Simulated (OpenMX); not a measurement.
Crystal: Zn.

```
CELL_PARAMETERS angstrom
-1.52714 1.56173 1.52690
1.48647 -1.65878 1.58329
1.56585 1.69749 -1.62395
ATOMIC_POSITIONS crystal
Zn 0.01976 0.99531 0.01093
```

The cell isn't the ideal one: cell strained at random at fixed volume.

Base run:

| Property | Result |
| --- | --- |
| Program | OpenMX 3.8.5 |
| Functional | PBE |
| Potentials or basis | OpenMX 2013 PBE set, Zn6.0H-s2p2d1, grid cutoff 500 Ry |
| k mesh | 13 × 13 × 13 |
| Occupations | fermi-dirac, width 0.05 eV |
| Spin | no spin polarisation |

Its results: band gap on the k mesh none (metal or under the smearing width); pressure 3.7 GPa.

Problem. The run is repeated on the same cell with these changes: potentials or basis from OpenMX 2013 PBE set, Zn6.0H-s2p2d1, grid cutoff 500 Ry to OpenMX 2013 PBE set, Zn6.0H-s3p2d2f1, grid cutoff 500 Ry. What comes out?

Solution. Band gap on the k mesh none (metal or under the smearing width); pressure 1.7 GPa.

Caveats: the basis of atomic orbitals isn't converged, which shifts pressures, moduli and gaps; the transition metal has a single d function, too few for pressures, volumes and moments (some runs).
